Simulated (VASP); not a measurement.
# Li (Im-3m) in VASP: further runs

Runs on Li. Level: LDA. Tasks: single point.

Program: VASP 6.6.1. These are calculated values, not measurements. Logs are shortened: lines on timing, memory, paths and dates and some standing lists are left out, and cuts for length are marked.

## Step 1: The structure

The structure is cubic, space group Im-3m (No. 229). The conventional cell has a = 3.363 Å, b = 3.363 Å, c = 3.363 Å, α = 90.00°, β = 90.00°, γ = 90.00°. Around Li (site symmetry m-3m) lie 8 Li at 2.91 Å.

## Step 2: Single point, LDA

Input file INCAR:

```
SYSTEM = Li
PREC     = Accurate       ! precision mode
ENCUT    = 520            ! plane-wave cutoff, eV
EDIFF    = 1E-7           ! SCF threshold, eV
ISMEAR   = 0              ! smearing method
SIGMA    = 0.3            ! smearing width, eV
LREAL    = .False.        ! projectors in reciprocal space
LASPH    = .True.         ! aspherical terms in the spheres
NELM     = 100            ! most SCF steps
ALGO     = Normal         ! electronic algorithm
ISIF     = 2              ! what is computed and relaxed
LWAVE    = .False.        ! write WAVECAR
LCHARG   = .True.         ! write CHGCAR
GGA      = CA             ! functional
LELF     = .True.         ! ELF
LVHAR    = .True.       
NBANDS   = 8              ! bands
```

Input file KPOINTS:

```
regular mesh
0
Gamma
  13 13 13
  0 0 0
```

Input file POSCAR:

```
Li
1.0
   -1.6816320888      1.6816320888      1.6816320888
    1.6816320888     -1.6816320888      1.6816320888
    1.6816320888      1.6816320888     -1.6816320888
Li
1
Direct
    0.0000000000      0.0000000000      0.0000000000
```

Potentials or basis: VASP PAW LDA potentials, release 64 (Li_sv).

The run is started by

```
cat potpaw_LDA.64/Li_sv/POTCAR > POTCAR
mpirun -np 1 vasp_std > vasp.out
```

OUTCAR:

```text
SYSTEM = Li
   PREC = Accurate
   ENCUT = 520
   EDIFF = 1E-7
   ISMEAR = 0
   LREAL = .False.
   LASPH = .True.
   NELM = 100
   ISIF = 2
   GGA = CA

 ion  position               nearest neighbor table
   1  0.000  0.000  0.000-

  LATTYP: Found a body centered cubic cell.
 ALAT       =     3.3632641776

  Lattice vectors:

 A1 = (  -1.6816320888,   1.6816320888,   1.6816320888)
 A2 = (   1.6816320888,  -1.6816320888,   1.6816320888)
 A3 = (   1.6816320888,   1.6816320888,  -1.6816320888)

Analysis of symmetry for initial positions (statically):
=====================================================================
 Subroutine PRICEL returns:
 Original cell was already a primitive cell.

 Routine SETGRP: Setting up the symmetry group for a
 body centered cubic supercell.

 Subroutine GETGRP returns: Found 48 space group operations
 (whereof 48 operations were pure point group operations)
 out of a pool of 48 trial point group operations.

The static configuration has the point symmetry O_h .

Analysis of symmetry for dynamics (positions and initial velocities):
=====================================================================
 Subroutine PRICEL returns:
 Original cell was already a primitive cell.

 Routine SETGRP: Setting up the symmetry group for a
 body centered cubic supercell.

 Subroutine GETGRP returns: Found 48 space group operations
 (whereof 48 operations were pure point group operations)
 out of a pool of 48 trial point group operations.

The dynamic configuration has the point symmetry O_h .

 Subroutine INISYM returns: Found 48 space group operations
 (whereof 48 operations are pure point group operations),
 and found     1 'primitive' translations

----------------------------------------------------------------------------------------

                                     Primitive cell

  volume of cell :      19.0219

  direct lattice vectors                    reciprocal lattice vectors
    -1.681632089  1.681632089  1.681632089     0.000000000  0.297330197  0.297330197
     1.681632089 -1.681632089  1.681632089     0.297330197  0.000000000  0.297330197
     1.681632089  1.681632089 -1.681632089     0.297330197  0.297330197  0.000000000

  length of vectors
     2.912672217  2.912672217  2.912672217     0.420488397  0.420488397  0.420488397

  position of ions in fractional coordinates (direct lattice)
     0.000000000  0.000000000  0.000000000

  ion indices of the primitive-cell ions
   primitive index   ion index
                 1           1

----------------------------------------------------------------------------------------

 KPOINTS: regular mesh

Automatic generation of k-mesh.
 Grid dimensions read from file:
 generate k-points for:   13   13   13

 Generating k-lattice:

  Cartesian coordinates                     Fractional coordinates (reciprocal lattice)
     0.000000000  0.022871554  0.022871554     0.076923077  0.000000000  0.000000000
     0.022871554  0.000000000  0.022871554     0.000000000  0.076923077  0.000000000
     0.022871554  0.022871554  0.000000000     0.000000000  0.000000000  0.076923077

  Length of vectors
     0.032345261  0.032345261  0.032345261

  Shift w.r.t. Gamma in fractional coordinates (k-lattice)
     0.000000000  0.000000000  0.000000000

 Subroutine IBZKPT returns following result:
 ===========================================

 Found     84 irreducible k-points:

 Following reciprocal coordinates:
            Coordinates               Weight
  0.000000  0.000000  0.000000      1.000000
  0.076923  0.000000  0.000000     12.000000
  0.153846  0.000000  0.000000     12.000000
  0.230769  0.000000  0.000000     12.000000
  0.307692  0.000000  0.000000     12.000000
  0.384615  0.000000  0.000000     12.000000
[... 16 lines left out ...]
  0.153846  0.076923  0.076923     24.000000
  0.230769  0.076923  0.076923     24.000000
 [... further k-points ...]
   k-points           NKPTS =     84   k-points in BZ     NKDIM =     84   number of bands    NBANDS=      8
   number of dos      NEDOS =    301   number of ions     NIONS =      1
   total plane-waves  NPLWV =  13824
   dimension x,y,z NGX =    24 NGY =   24 NGZ =   24
   dimension x,y,z NGXF=    48 NGYF=   48 NGZF=   48
   ions per type =               1
   NGX,Y,Z   is equivalent  to a cutoff of  13.70, 13.70, 13.70 a.u.
   NGXF,Y,Z  is equivalent  to a cutoff of  27.40, 27.40, 27.40 a.u.
 SYSTEM =  Li
   PREC   = accura    normal or accurate (medium, high low for compatibility)
   ISTART =      0    job   : 0-new  1-cont  2-samecut
   ICHARG =      2    charge: 1-file 2-atom 10-const
   ISPIN  =      1    spin polarized calculation?
   LNONCOLLINEAR =      F non collinear calculations
   LSORBIT =      F    spin-orbit coupling
   LASPH  =      T    aspherical Exc in radial PAW
   ENCUT  =  520.0 eV  38.22 Ry    6.18 a.u.   5.42  5.42  5.42*2*pi/ulx,y,z
   NELM   =    100;   NELMIN=  2; NELMDL= -5     # of ELM steps
   EDIFF  = 0.1E-06   stopping-criterion for ELM
   LREAL  =      F    real-space projection
   EDIFFG = 0.1E-05   stopping-criterion for IOM
   NSW    =      0    number of steps for IOM
   IBRION =     -1    ionic relax: 0-MD 1-quasi-New 2-CG
   NFREE  =      0    steps in history (QN), initial steepest desc. (CG)
   ISIF   =      2    stress and relaxation
   ISYM   =      2    0-nonsym 1-usesym 2-fastsym
   POTIM  = 0.5000    time-step for ionic-motion
   TEBEG  =    0.0;   TEEND  =   0.0 temperature during run
   PSTRESS=    0.0 pullay stress
   NELECT =       3.0000    total number of electrons
   NUPDOWN=      -1.0000    fix difference up-down
   EMIN   =  10.00;   EMAX   =-10.00  energy-range for DOS
   EFERMI =   0.00;   METHOD = LEGACY
   ISMEAR =     0;   SIGMA  =   0.30  broadening in eV -4-tet -1-fermi 0-gaus
   EFERMI_NEDOS =   21; number of points for ismear=-14 and -15
   IALGO  =     38    algorithm
   IMIX   =      4    mixing-type and parameters
     AMIX     =   0.40;   BMIX     =  1.00
     AMIX_MAG =   1.60;   BMIX_MAG =  1.00
  volume/ion in A,a.u.               =      19.02       128.37
  Fermi-wavevector in a.u.,A,eV,Ry     =   0.884500  1.671462 10.644374  0.782339
  Thomas-Fermi vector in A             =   2.005408
   LORBIT       =      0    0 simple, 1 ext, 2 COOP (PROOUT), +10 PAW based schemes
   GGA     = CA    functional components
   LHFCALC =     F    Hartree Fock is set to
   AEXX    =    0.0000 exact exchange contribution
   IVDW    =     0    specifies the selected vdW correction
   LEPSILON=     F    determine dielectric tensor
   LRPA    =     F    only Hartree local field effects (RPA)
 non-spin polarized calculation
 Gauss-broadening in eV      SIGMA  =   0.30
  energy-cutoff  :      520.00
  volume of cell :       19.02
 maximum number of plane-waves:       533
 NGX is ok and might be reduce to    24
   NGX = 11   NGY = 11   NGZ = 11

 number of electron       3.0000006 magnetization

 Free energy of the ion-electron system (eV)
  ---------------------------------------------------
  ext. energy  EPLUGINS =         0.00000000
  ---------------------------------------------------
  free energy    TOTEN  =        -2.05591579 eV

  energy without entropy =       -2.03517873  energy(sigma->0) =       -2.04554726

 E-fermi :   0.8149     XC(G=0):  -7.3063

 val. band max:        0.8092608304   @ k =  -0.3846   0.4615   0.0769
 cond. band min:       0.8320038724   @ k =   0.4615   0.0000   0.0000
 fundamental gap:      0.0227430419
 Fermi energy:         0.8148722171

 k-point     1 :       0.0000    0.0000    0.0000
  band No.  band energies     occupation
      1     -44.7437      2.00000
      2      -2.7876      2.00000
      3      15.7936      0.00000
      4      15.7936      0.00000
      5      15.7936      0.00000
      6      20.9540      0.00000
      7      20.9540      0.00000
      8      20.9540      0.00000

 k-point     2 :       0.0769    0.0000    0.0000
  band No.  band energies     occupation
      1     -44.7421      2.00000
      2      -2.6753      2.00000
      3      15.0416      0.00000
      4      15.2460      0.00000
      5      15.6005      0.00000
      6      19.4501      0.00000
      7      19.6668      0.00000
      8      21.1221      0.00000

 k-point     3 :       0.1538    0.0000    0.0000
  band No.  band energies     occupation
      1     -44.7376      2.00000
      2      -2.3379      2.00000
      3      12.9609      0.00000
      4      14.1823      0.00000
      5      15.0738      0.00000
      6      18.1541      0.00000
      7      18.4371      0.00000
      8      20.8005      0.00000

 k-point     4 :       0.2308    0.0000    0.0000
  band No.  band energies     occupation
      1     -44.7314      2.00000
      2      -1.7758      2.00000
      3      10.4474      0.00000
      4      13.1500      0.00000
      5      14.3921      0.00000
      6      16.9157      0.00000
      7      18.1965      0.00000
      8      21.1201      0.00000

 k-point     5 :       0.3077    0.0000    0.0000
  band No.  band energies     occupation
      1     -44.7248      2.00000
      2      -0.9975      2.00000
      3       8.0554      0.00000
      4      12.3224      0.00000
      5      13.7557      0.00000
      6      15.9812      0.00000
      7      18.2886      0.00000
      8      21.9108      0.00000
[... 177 lines left out ...]
 k-point    22 :       0.0769    0.0769    0.0769
  band No.  band energies     occupation
      1     -44.7351      2.00000
      2      -2.1132      2.00000
      3      13.0127      0.00000
      4      13.0127      0.00000
      5      13.1640      0.00000
      6      18.8378      0.00000
      7      18.8378      0.00000
      8      22.4245      0.00000

 k-point    23 :       0.1538    0.0769    0.0769
  band No.  band energies     occupation
      1     -44.7294      2.00000
      2      -1.5499      2.00000
      3      10.5113      0.00000
      4      11.9761      0.00000
      5      12.3281      0.00000
      6      18.9343      0.00000
      7      19.1535      0.00000
      8      22.2896      0.00000

 k-point    24 :       0.2308    0.0769    0.0769
  band No.  band energies     occupation
      1     -44.7234      2.00000
      2      -0.7658      2.00000
      3       8.1189      0.00000
      4      11.1447      0.00000
      5      11.6708      0.00000
      6      18.7350      0.00000
      7      19.4208      0.00000
      8      22.6143      0.00000

 [... further k-points ...]

------------------------ aborting loop because EDIFF is reached ----------------------------------------

  FORCE on cell =-STRESS in cart. coord.  units (eV):
  Direction    XX          YY          ZZ          XY          YZ          ZX
  --------------------------------------------------------------------------------------
  -------------------------------------------------------------------------------------
  Total       -0.0145748     -0.0145748     -0.0145748      0.0000000     -0.0000000     -0.0000000
  in kB       -1.2276101     -1.2276101     -1.2276101      0.0000000     -0.0000000     -0.0000000
  external PRESSURE =      -1.2276101 kB  Pullay stress =       0.0000000 kB

 VOLUME and BASIS-vectors are now :
 -----------------------------------------------------------------------------
  energy-cutoff  :      520.00
  volume of cell :       19.02
      direct lattice vectors                 reciprocal lattice vectors
    -1.681632089  1.681632089  1.681632089     0.000000000  0.297330197  0.297330197
     1.681632089 -1.681632089  1.681632089     0.297330197  0.000000000  0.297330197
     1.681632089  1.681632089 -1.681632089     0.297330197  0.297330197  0.000000000

 POSITION                                       TOTAL-FORCE (eV/Angst)
 -----------------------------------------------------------------------------------
      0.00000      0.00000      0.00000        -0.000000      0.000000     -0.000000
 -----------------------------------------------------------------------------------
    total drift:                                0.000000      0.000000     -0.000000

  FREE ENERGIE OF THE ION-ELECTRON SYSTEM (eV)
  ---------------------------------------------------
  free  energy   TOTEN  =        -2.0559157925 eV

  energy  without entropy=       -2.0351787278  energy(sigma->0) =       -2.04554726
```

Run time: 14 s. Hardware: 1 thread of Intel Xeon Platinum 8375C at 2.90GHz (Ice Lake), shared host; peak memory 0.12 GiB.

Results:

```
Free energy            : -2.0559 eV
Band gap on the k mesh : none (metal or under the smearing width)
```

Levels at points of the mesh, in eV from the Fermi level:
| k point | band 1 | band 2 | band 3 | band 4 | band 5 | band 6 |
| --- | --- | --- | --- | --- | --- | --- |
| (0.00, 0.00, 0.00) | -45.56 | -3.60 | 14.98 | 14.98 | 14.98 | 20.14 |

Caveat: the cutoff is under 1.25 times the usual one of these potentials, so pressure, stress and relaxed cells hold a basis-set (Pulay) error.

## Step 3: Single point, LDA

Input file INCAR:

```
SYSTEM = Li
PREC     = Accurate       ! precision mode
ENCUT    = 520            ! plane-wave cutoff, eV
EDIFF    = 1E-7           ! SCF threshold, eV
ISMEAR   = -1             ! smearing method
SIGMA    = 0.01           ! smearing width, eV
LREAL    = .FALSE.        ! projectors in reciprocal space
LASPH    = .TRUE.         ! aspherical terms in the spheres
NELM     = 80             ! most SCF steps
ALGO     = Normal         ! electronic algorithm
ISIF     = 2              ! what is computed and relaxed
LWAVE    = .FALSE.        ! write WAVECAR
LCHARG   = .TRUE.         ! write CHGCAR
GGA      = CA             ! functional
LELF     = .TRUE.         ! ELF
LVHAR    = .TRUE.       
NBANDS   = 8              ! bands
```

Input file KPOINTS:

```
Automatic mesh
0
G
  13 13 13
  0 0 0
```

POSCAR is that of step 2.

Potentials or basis: VASP PAW LDA potentials, release 64 (Li_sv).

The run is started by

```
cat potpaw_LDA.64/Li_sv/POTCAR > POTCAR
mpirun -np 1 vasp_std > vasp.out
```

Wall time 12 s (1 thread of Intel Xeon Platinum 8375C at 2.90GHz (Ice Lake), shared host); peak memory 0.12 GiB.

The run converged. Its results:

| Item | Value |
| --- | --- |
| Free energy | -2.0458 eV |
| Band gap on the k mesh | none (metal or under the smearing width) |

Levels at points of the mesh, in eV from the Fermi level:
| k point | band 1 | band 2 | band 3 | band 4 | band 5 |
| --- | --- | --- | --- | --- | --- |
| (0.00, 0.00, 0.00) | -45.57 | -3.61 | 14.97 | 14.97 | 14.97 |

Caveat: the cutoff is under 1.25 times the usual one of these potentials, so pressure, stress and relaxed cells hold a basis-set (Pulay) error.

## Step 4: Single point, LDA (ecut)

Input file INCAR:

```
PREC = Accurate
ENCUT = 520
EDIFF = 1E-6
ISMEAR = -1
SIGMA = 0.1
LREAL = False
LASPH = True
NELM = 60
ALGO = Normal
ISIF = 2
LWAVE = False
LCHARG = True
LELF = True
LVHAR = True
NBANDS = 8
```

Input file KPOINTS:

```
regular mesh
0
Gamma
  13 13 13
```

POSCAR is that of step 3.

The run is started by

```
cat potpaw_LDA.64/Li_sv/POTCAR > POTCAR
mpirun -np 1 vasp_std > vasp.out
```

It took 14 s on 1 thread of Intel Xeon Platinum 8375C at 2.90GHz (Ice Lake), shared host; peak memory 0.11 GiB.

Results (log left out):

```yaml
Free_energy: -2.0532 eV
Band_gap_on_the_k_mesh: none (metal or under the smearing width)
```

Levels at points of the mesh, in eV from the Fermi level:
```csv
k point,band 1,band 2,band 3,band 4
"(0.00, 0.00, 0.00)",-45.57,-3.61,14.97,14.97
```

Caveat: the cutoff is under 1.25 times the usual one of these potentials, so pressure, stress and relaxed cells hold a basis-set (Pulay) error.

## Step 5: Single point, LDA

Input file INCAR:

```
SYSTEM = Li
PREC = Accurate
ENCUT = 520
EDIFF = 1E-6
ISMEAR = -1
SIGMA = 0.1
LREAL = .False.
LASPH = .True.
NELM = 80
ALGO = Fast
ISIF = 2
LWAVE = .False.
LCHARG = .True.
GGA = CA
LELF = .True.
LVHAR = .True.
NBANDS = 8
```

Input file KPOINTS:

```
Automatic mesh
0
Gamma
  2 2 2
  0 0 0
```

POSCAR is that of step 4.

The run is started by

```
cat potpaw_LDA.64/Li_sv/POTCAR > POTCAR
mpirun -np 1 vasp_std > vasp.out
```

It took 3 s on 1 thread of Intel Xeon Platinum 8375C at 2.90GHz (Ice Lake), shared host; peak memory 0.11 GiB.

It converged, with:

| Quantity | Value |
| --- | --- |
| Free energy | -1.4974 eV |
| Band gap on the k mesh | none (metal or under the smearing width) |

Levels at points of the mesh, in eV from the Fermi level:
```tsv
k point	band 1	band 2	band 3	band 4	band 5
(0.00, 0.00, 0.00)	-45.85	-3.79	14.79	14.79	14.79
(0.50, 0.00, 0.00)	-45.82	0.00	3.30	10.43	12.00
(0.50, 0.50, 0.50)	-45.80	5.45	5.45	5.45	7.92
```

Caveat: the k mesh is coarse (spacing up to 1.32 Å⁻¹), so the values aren't converged; the cutoff is under 1.25 times the usual one of these potentials, so pressure, stress and relaxed cells hold a basis-set (Pulay) error.

## Step 6: Summary

| cell | k mesh | smearing | mesh quality | gap on the mesh (eV) |
| --- | --- | --- | --- | --- |
| as given | 13 × 13 × 13 | gaussian 0.3 eV | not flagged | none |
| as given | 13 × 13 × 13 | fermi-dirac 0.01 eV | not flagged | none |
| ecut | 13 × 13 × 13 | fermi-dirac 0.1 eV | not flagged | none |
| as given | 2 × 2 × 2 | fermi-dirac 0.1 eV | coarse | none |

Alike in all rows: task single point; level LDA; potentials or basis VASP PAW LDA potentials, release 64 (Li_sv); no spin polarisation; cutoff (eV) 520.

Caveats: some runs use coarse meshes; the cutoff is under 1.25 times the usual one of these potentials, so pressure, stress and relaxed cells hold a basis-set (Pulay) error.

Total energies depend on the potentials used, so only differences within one code and one set of settings carry meaning.
